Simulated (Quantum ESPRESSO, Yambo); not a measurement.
# A GW run on KBr (Fm-3m) in Yambo, with inputs changed, part 2 of 2

A base run on KBr (Fm-3m), then changed inputs.

Yambo 5.3.0; PBE and many-body steps on it, plane waves. Known limits of the many-body steps: not at the basis limit; no spin-orbit coupling.

So far. Step 2 (Base): The gap on the mesh goes from 4.44 eV to 7.72 eV, a correction of +3.28 eV. Step 5 (Core charge in Vxc): Against G0W0 in Yambo (4×4×4 mesh, 188 bands, screening to 176.9 eV, Godby-Needs plasmon pole), the gap moves by −0.001 eV.

### 6. Exchange cutoff

Level of this step: G0W0 on PBE, plane waves, norm-conserving pseudopotentials (Yambo).

gw5.in reads:

```
HF_and_locXC
gw0
dyson
ppa
em1d
rim_cut
RandQpts= 1000000
RandGvec= 1 RL
EXXRLvcs= 152 Ry
VXCRLvcs= 304 Ry
Chimod= "HARTREE"
% BndsRnXp
 1 | 188 |
%
NGsBlkXp= 13 Ry
% LongDrXp
 1 | 1 | 1 |
%
% GbndRnge
 1 | 188 |
%
DysSolver= "n"
ExtendOut
PPAPntXp= 27.21138 eV
% QPkrange
 1 | 1 | 12 | 15 |
%
```

The run is started by

```
OMP_NUM_THREADS=1 mpirun -n 4 yambo -F gw5.in -J gw5,gw1_W -C gw5 > gw5.log
```

The program printed:

```text
 Yambo, version 5.3.0

 [02] CORE Variables Setup
 =========================

  [... cell, symmetries and grids as in the set-up ...]

  [02.05] Energies & Occupations
  ==============================

  [X] === General ===
  [X] Electronic Temperature                        :  0.000000  0.000000 [eV K]
  [X] Bosonic    Temperature                        :  0.000000  0.000000 [eV K]
  [X] Finite Temperature mode                       : no
  [X] El. density                                   :  0.36174E+24 [cm-3]
  [X] Fermi Level                                   :  2.085286 [eV]

  [X] === Gaps and Widths ===
  [X] Conduction Band Min                           :  4.436154 [eV]
  [X] Valence Band Max                              :  0.000000 [eV]
  [X] Filled Bands                                  :  13
  [X] Empty Bands                                   :   14  188
  [X] Direct Gap                                    :  4.436154 [eV]
  [X] Direct Gap localized at k                     :  1
  [X] Indirect Gap                                  :  4.436154 [eV]
  [X] Indirect Gap between kpts                     :  1  1
  [X] Last valence band width                       :  0.536069 [eV]
  [X] 1st conduction band width                     :  2.953841 [eV]

 [03] Transferred momenta grid and indexing
 ==========================================

 IBZ Q-points                                      :   8
 BZ  Q-points                                      :   64

 K/Q-points units:
 rlu = crystal or reduced units; cc = cartesian coordinates; iku = interal k-units

 Q [1]          [rlu]:  0.000000  0.000000  0.000000
 Q [2]          [rlu]: -0.15345E-16  0.40166E-16  0.25000
 Q [3]          [rlu]:  0.30690E-16 -0.80332E-16 -0.50000
[...]
Q [7]          [rlu]:  0.92343E-17 -0.50000     -0.50000
 Q [8]          [rlu]:  0.250000 -0.500000 -0.250000

 [04] Coloumb potential Random Integration (RIM)
 ===============================================

 Summary of Coulomb integrals for non-metallic bands |Q|[au] RIM/Bare

 Q [1] 0.100000E-4 0.997530 * Q [2] 0.218141 1.068480
 Q [4] 0.251888 1.066792 * Q [6] 0.356223 1.029814
 Q [5] 0.417709 1.022655 * Q [3] 0.436282 1.020683
 Q [7] 0.503776 1.017590 * Q [8] 0.563238 1.014367

 [05] Dipoles
 ============

  [05.01] Setup: observables and procedures
  =========================================

 [06] Dynamic Dielectric Matrix (PPA)
 ====================================

   Sc/G bands                                       :    1  188
   Sc/G damping                                     :  0.100000 ev
   Sc bands terminator                              : no
   Sx RL components                                 :  15473

   QP @ state[ 1 ] K range                          :  1  1
   QP @ state[ 1 ] b range                          :  12  15
   GF energies kind                                 : Perdew, Burke & Ernzerhof(X)+Perdew, Burke & Ernzerhof(C)
   GF WF`s kind                                     : Perdew, Burke & Ernzerhof(X)+Perdew, Burke & Ernzerhof(C)
   Xs energies kind                                 : Perdew, Burke & Ernzerhof(X)+Perdew, Burke & Ernzerhof(C)
   Xs WF`s kind                                     : Perdew, Burke & Ernzerhof(X)+Perdew, Burke & Ernzerhof(C)

 [11] Game Over & Game summary
```

The job ended after 61 s (4 MPI ranks of Arm Neoverse V2, shared host; peak memory 2 GiB).

This step gave:

```
G0W0 gap on the points computed              : 7.718 eV
starting gap on the mesh                     : 4.436 eV
k of the valence top                         : 0, 0, 0
k of the conduction bottom                   : 0, 0, 0
least direct G0W0 gap on the computed points : 7.718 eV
Z at the valence top                         : 0.8282
Z at the conduction bottom                   : 0.8737
```

### 7. Field direction

gw6.in reads:

```
HF_and_locXC
gw0
dyson
ppa
em1d
rim_cut
RandQpts= 1000000
RandGvec= 1 RL
EXXRLvcs= 76 Ry
VXCRLvcs= 304 Ry
Chimod= "HARTREE"
% BndsRnXp
 1 | 188 |
%
NGsBlkXp= 13 Ry
% LongDrXp
 1 | 0 | 0 |
%
% GbndRnge
 1 | 188 |
%
DysSolver= "n"
ExtendOut
PPAPntXp= 27.21138 eV
% QPkrange
 1 | 1 | 12 | 15 |
%
```

The run is started by

```
OMP_NUM_THREADS=1 mpirun -n 4 yambo -F gw6.in -J gw6 -C gw6 > gw6.log
```

The program printed:

```text
 Yambo, version 5.3.0

 [02] CORE Variables Setup
 =========================

  [... cell, symmetries and grids as in the set-up ...]

  [02.05] Energies & Occupations
  ==============================

  [X] === General ===
  [X] Electronic Temperature                        :  0.000000  0.000000 [eV K]
  [X] Bosonic    Temperature                        :  0.000000  0.000000 [eV K]
  [X] Finite Temperature mode                       : no
  [X] El. density                                   :  0.36174E+24 [cm-3]
[...]
Sx RL components                                 :   5577

   QP @ state[ 1 ] K range                          :  1  1
   QP @ state[ 1 ] b range                          :  12  15
   GF energies kind                                 : Perdew, Burke & Ernzerhof(X)+Perdew, Burke & Ernzerhof(C)
   GF WF`s kind                                     : Perdew, Burke & Ernzerhof(X)+Perdew, Burke & Ernzerhof(C)
   Xs energies kind                                 : Perdew, Burke & Ernzerhof(X)+Perdew, Burke & Ernzerhof(C)
   Xs WF`s kind                                     : Perdew, Burke & Ernzerhof(X)+Perdew, Burke & Ernzerhof(C)

 [11] Game Over & Game summary
```

The job ended after 3.5 min (4 MPI ranks; peak memory 2 GiB).

Numbers from this step:

```
G0W0 gap on the points computed              : 7.719 eV
starting gap on the mesh                     : 4.436 eV
k of the valence top                         : 0, 0, 0
k of the conduction bottom                   : 0, 0, 0
least direct G0W0 gap on the computed points : 7.719 eV
```

Against G0W0 in Yambo (4×4×4 mesh, 188 bands, screening to 176.9 eV, Godby-Needs plasmon pole), the gap moves by +0.000 eV.

### 8. More G vectors in the random integration

gw7.in, as its differences from gw6.in of step 7:

```diff
@@ -7,3 +7,3 @@
 RandQpts= 1000000
-RandGvec= 1 RL
+RandGvec= 59 RL
 EXXRLvcs= 76 Ry
@@ -16,3 +16,3 @@
 % LongDrXp
- 1 | 0 | 0 |
+ 1 | 1 | 1 |
 %
@@ -27 +27,2 @@
 %
+QpgFull
```

The run is started by

```
OMP_NUM_THREADS=1 mpirun -n 4 yambo -F gw7.in -J gw7,gw1_W -C gw7 > gw7.log
```

The program printed:

```text
 Yambo, version 5.3.0

 [02] CORE Variables Setup
 =========================

  [... cell, symmetries and grids as in the set-up ...]

  [02.05] Energies & Occupations
  ==============================

  [X] === General ===
  [X] Electronic Temperature                        :  0.000000  0.000000 [eV K]
  [X] Bosonic    Temperature                        :  0.000000  0.000000 [eV K]
  [X] Finite Temperature mode                       : no
  [X] El. density                                   :  0.36174E+24 [cm-3]
[...]
Sx RL components                                 :   5577

   QP @ state[ 1 ] K range                          :  1  1
   QP @ state[ 1 ] b range                          :  12  15
   GF energies kind                                 : Perdew, Burke & Ernzerhof(X)+Perdew, Burke & Ernzerhof(C)
   GF WF`s kind                                     : Perdew, Burke & Ernzerhof(X)+Perdew, Burke & Ernzerhof(C)
   Xs energies kind                                 : Perdew, Burke & Ernzerhof(X)+Perdew, Burke & Ernzerhof(C)
   Xs WF`s kind                                     : Perdew, Burke & Ernzerhof(X)+Perdew, Burke & Ernzerhof(C)

 [11] Game Over & Game summary
```

Wall time 2 min (4 MPI ranks); peak memory 2 GiB; 7.9 min of CPU time.

This step gave:

| Quantity | Value |
| --- | --- |
| G0W0 gap on the points computed | 7.748 eV |
| starting gap on the mesh | 4.436 eV |
| k of the valence top | 0, 0, 0 |
| k of the conduction bottom | 0, 0, 0 |
| least direct G0W0 gap on the computed points | 7.748 eV |

Against G0W0 in Yambo (4×4×4 mesh, 188 bands, screening to 176.9 eV, Godby-Needs plasmon pole), the gap moves by +0.029 eV.

### 9. Two empty bands

gw8.in reads:

```
HF_and_locXC
gw0
dyson
ppa
em1d
rim_cut
RandQpts= 1000000
RandGvec= 1 RL
EXXRLvcs= 76 Ry
VXCRLvcs= 304 Ry
Chimod= "HARTREE"
% BndsRnXp
 1 | 15 |
%
NGsBlkXp= 13 Ry
% LongDrXp
 1 | 1 | 1 |
%
% GbndRnge
 1 | 15 |
%
DysSolver= "n"
ExtendOut
PPAPntXp= 27.21138 eV
% QPkrange
 1 | 1 | 12 | 15 |
%
```

The run is started by

```
OMP_NUM_THREADS=1 mpirun -n 4 yambo -F gw8.in -J gw8 -C gw8 > gw8.log
```

The program printed:

```text
 Yambo, version 5.3.0

 [02] CORE Variables Setup
 =========================

  [... cell, symmetries and grids as in the set-up ...]

  [02.05] Energies & Occupations
  ==============================

  [X] === General ===
  [X] Electronic Temperature                        :  0.000000  0.000000 [eV K]
  [X] Bosonic    Temperature                        :  0.000000  0.000000 [eV K]
  [X] Finite Temperature mode                       : no
  [X] El. density                                   :  0.36174E+24 [cm-3]
  [X] Fermi Level                                   :  2.085286 [eV]

  [X] === Gaps and Widths ===
  [X] Conduction Band Min                           :  4.436154 [eV]
  [X] Valence Band Max                              :  0.000000 [eV]
  [X] Filled Bands                                  :  13
  [X] Empty Bands                                   :   14  188
  [X] Direct Gap                                    :  4.436154 [eV]
  [X] Direct Gap localized at k                     :  1
  [X] Indirect Gap                                  :  4.436154 [eV]
  [X] Indirect Gap between kpts                     :  1  1
  [X] Last valence band width                       :  0.536069 [eV]
  [X] 1st conduction band width                     :  2.953841 [eV]

 [03] Transferred momenta grid and indexing
 ==========================================

 IBZ Q-points                                      :   8
 BZ  Q-points                                      :   64

 K/Q-points units:
 rlu = crystal or reduced units; cc = cartesian coordinates; iku = interal k-units

 Q [1]          [rlu]:  0.000000  0.000000  0.000000
 Q [2]          [rlu]: -0.15345E-16  0.40166E-16  0.25000
 Q [3]          [rlu]:  0.30690E-16 -0.80332E-16 -0.50000
[...]
================================================

 [VXC] Plane waves :   43599
 [EXS] Plane waves :   5577

 QP @ state[ 1 ] K range:  1  1
 QP @ state[ 1 ] b range:  12  15

 [xc] Functional : Perdew, Burke & Ernzerhof(X)+Perdew, Burke & Ernzerhof(C)
 [xc] LIBXC used to calculate xc functional
  PP Number of Atomic Species                      :  2
  NLCC RL compoments                               :   43599
  PP Number of Atomic Species                      :  2
  NLCC RL compoments                               :   43599

 [xc] E_xc :  -16.87313 [Ha]
      E_xc :  -33.74626 [Ry]

  Local XC kind (lXC) : Perdew, Burke & Ernzerhof(X)+Perdew, Burke & Ernzerhof(C)
  Non-Local XC kind (nlXC) : Hartree-Fock

  Corrections @ K [1] :  [eV]
 <12|nlXC|12> = -19.54506  0.91816E-17 <12|lXC|12> = -14.35201 -0.18882E-15
 <13|nlXC|13> = -19.54502 -0.85949E-17 <13|lXC|13> = -14.35201 -0.94408E-16
 <14|nlXC|14> = -3.946254 -0.16375E-17 <14|lXC|14> = -7.314516  0.000000
 <15|nlXC|15> = -3.767159  0.98069E-18 <15|lXC|15> = -8.482836  0.23602E-16

 [08] Dyson equation: Newton solver
 ==================================

  [08.01] G0W0 (W PPA)
  ====================

  [  GW  ] Bands range     :   1  15
  [GW/PPA] G damping       :  0.100000 [eV]

  QP @ state[ 1 ] K range:  1  1
  QP @ state[ 1 ] b range:  12  15

   Sc/G bands                                       :   1  15
   Sc/G damping                                     :  0.100000 ev
   Sc bands terminator                              : no
   Sx RL components                                 :   5577

   QP @ state[ 1 ] K range                          :  1  1
   QP @ state[ 1 ] b range                          :  12  15
   GF energies kind                                 : Perdew, Burke & Ernzerhof(X)+Perdew, Burke & Ernzerhof(C)
   GF WF`s kind                                     : Perdew, Burke & Ernzerhof(X)+Perdew, Burke & Ernzerhof(C)
   Xs energies kind                                 : Perdew, Burke & Ernzerhof(X)+Perdew, Burke & Ernzerhof(C)
   Xs WF`s kind                                     : Perdew, Burke & Ernzerhof(X)+Perdew, Burke & Ernzerhof(C)

 [11] Game Over & Game summary
```

It took 13 s on 4 MPI ranks; peak memory 1.8 GiB.

The run ended normally, though the input holds a fault or crude settings.

The fault put into this input: two empty bands. It printed a gap of 9.30 eV, an artefact of the input.

### 10. A database that isn't there

gw9.in, as its differences from gw8.in of step 9:

```diff
@@ -12,3 +12,3 @@
 % BndsRnXp
- 1 | 15 |
+ 1 | 188 |
 %
@@ -19,3 +19,3 @@
 % GbndRnge
- 1 | 15 |
+ 1 | 188 |
 %
@@ -27 +27,2 @@
 %
+GfnQPdb= "E < ./none/ndb.QP"
```

The run is started by

```
OMP_NUM_THREADS=1 mpirun -n 4 yambo -F gw9.in -J gw9,gw1_W -C gw9 > gw9.log
```

The program printed:

```text
 Yambo, version 5.3.0

 [02] CORE Variables Setup
 =========================

  [... cell, symmetries and grids as in the set-up ...]

  [02.05] Energies & Occupations
  ==============================

  [X] === General ===
  [X] Electronic Temperature                        :  0.000000  0.000000 [eV K]
  [X] Bosonic    Temperature                        :  0.000000  0.000000 [eV K]
  [X] Finite Temperature mode                       : no
  [X] El. density                                   :  0.36174E+24 [cm-3]
  [X] Fermi Level                                   :  2.085286 [eV]

  [X] === Gaps and Widths ===
  [X] Conduction Band Min                           :  4.436154 [eV]
  [X] Valence Band Max                              :  0.000000 [eV]
  [X] Filled Bands                                  :  13
  [X] Empty Bands                                   :   14  188
  [X] Direct Gap                                    :  4.436154 [eV]
  [X] Direct Gap localized at k                     :  1
  [X] Indirect Gap                                  :  4.436154 [eV]
  [X] Indirect Gap between kpts                     :  1  1
  [X] Last valence band width                       :  0.536069 [eV]
  [X] 1st conduction band width                     :  2.953841 [eV]

 [03] Transferred momenta grid and indexing
 ==========================================

 IBZ Q-points                                      :   8
 BZ  Q-points                                      :   64

 K/Q-points units:
 rlu = crystal or reduced units; cc = cartesian coordinates; iku = interal k-units

 Q [1]          [rlu]:  0.000000  0.000000  0.000000
 Q [2]          [rlu]: -0.15345E-16  0.40166E-16  0.25000
 Q [3]          [rlu]:  0.30690E-16 -0.80332E-16 -0.50000
[...]
Q [7]          [rlu]:  0.92343E-17 -0.50000     -0.50000
 Q [8]          [rlu]:  0.250000 -0.500000 -0.250000

 [04] Coloumb potential Random Integration (RIM)
 ===============================================

 Summary of Coulomb integrals for non-metallic bands |Q|[au] RIM/Bare

 Q [1] 0.100000E-4 0.997530 * Q [2] 0.218141 1.068480
 Q [4] 0.251888 1.066792 * Q [6] 0.356223 1.029814
 Q [5] 0.417709 1.022655 * Q [3] 0.436282 1.020683
 Q [7] 0.503776 1.017590 * Q [8] 0.563238 1.014367

 [05] External/Internal QP corrections
 =====================================

 [06] Dipoles
 ============

  [06.01] Setup: observables and procedures
  =========================================

 [07] Dynamic Dielectric Matrix (PPA)
 ====================================

   Sc/G bands                                       :    1  188
   Sc/G damping                                     :  0.100000 ev
   Sc bands terminator                              : no
   Sx RL components                                 :   5577

   QP @ state[ 1 ] K range                          :  1  1
   QP @ state[ 1 ] b range                          :  12  15
   GF energies kind                                 : Perdew, Burke & Ernzerhof(X)+Perdew, Burke & Ernzerhof(C)
   GF WF`s kind                                     : Perdew, Burke & Ernzerhof(X)+Perdew, Burke & Ernzerhof(C)
   Xs energies kind                                 : Perdew, Burke & Ernzerhof(X)+Perdew, Burke & Ernzerhof(C)
   Xs WF`s kind                                     : Perdew, Burke & Ernzerhof(X)+Perdew, Burke & Ernzerhof(C)

 [12] Game Over & Game summary
```

Wall time 61 s (4 MPI ranks); peak memory 2 GiB.

The run ended normally, though the input holds a fault or crude settings.

The fault put into this input: a database that isn't there. It printed a gap of 7.72 eV, the value of the sound run: the program fell back on what its files hold, so an unchanged gap is no proof of convergence.

### 11. The runs together

Times are wall times on 4 MPI ranks of Arm Neoverse V2, shared host, good to a factor of about two.

```tsv
run	mesh	bands	screening cutoff (eV)	DFT gap (eV)	gap on the mesh (eV)	direct (eV)	time
base	4×4×4	188	176.9	4.436	7.719	7.719	3.3 min
no random integration	4×4×4	188	176.9	4.436	7.620	7.620	61 s
fewer bands in the self-energy	4×4×4	33	176.9	4.436	7.350	7.350	14 s
core charge in Vxc	4×4×4	188	176.9	4.436	7.718	7.718	61 s
exchange cutoff	4×4×4	188	176.9	4.436	7.718	7.718	61 s
field direction	4×4×4	188	176.9	4.436	7.719	7.719	3.5 min
more G vectors in the random integration	4×4×4	188	176.9	4.436	7.748	7.748	2 min
```

### 12. Outcome

- base: 7.719 eV
- no random integration: 7.620 eV
- fewer bands in the self-energy: 7.350 eV
- core charge in Vxc: 7.718 eV
- exchange cutoff: 7.718 eV
- field direction: 7.719 eV
- more G vectors in the random integration: 7.748 eV
- known limits: not at the basis limit; no spin-orbit coupling

No random integration: −0.099 eV against base (keys changed: RandQpts). Fewer bands in the self-energy: −0.369 eV against base (keys changed: GbndRnge). Core charge in Vxc: no change against base (keys changed: UseNLCC). Exchange cutoff: no change against base (keys changed: EXXRLvcs). Field direction: no change against base (keys changed: LongDrXp). More G vectors in the random integration: +0.029 eV against base (keys changed: RandGvec and QpgFull; the shift is their joint effect). Bands and cutoff are finite, so the gap is not at the basis limit. The miss can reach some tenths of an eV and take either sign; the mesh is an error of its own. In the G0W0 runs levels were corrected at 1 k point alone, so a gap called «on the mesh» is the least over those, and an edge elsewhere would be missed. The many-body steps are scalar-relativistic: spin-orbit coupling is not in them.

[Paths, hosts, dates, memory and timing lines, banners, echoed tables and standing remarks are left out of the program output.]

[Logs are printed without paths, hosts, clocks, repeated set-up lines and the standing remarks that a program may print on its own settings, such as how far it seeks lower states.]

[Runs of the session that timed out or met a known fault of the program may be left out.]

[Hosts, paths, dates, database ids (printed as entryN), source tags and the programs' standing remarks are cut or masked in the printed files.]
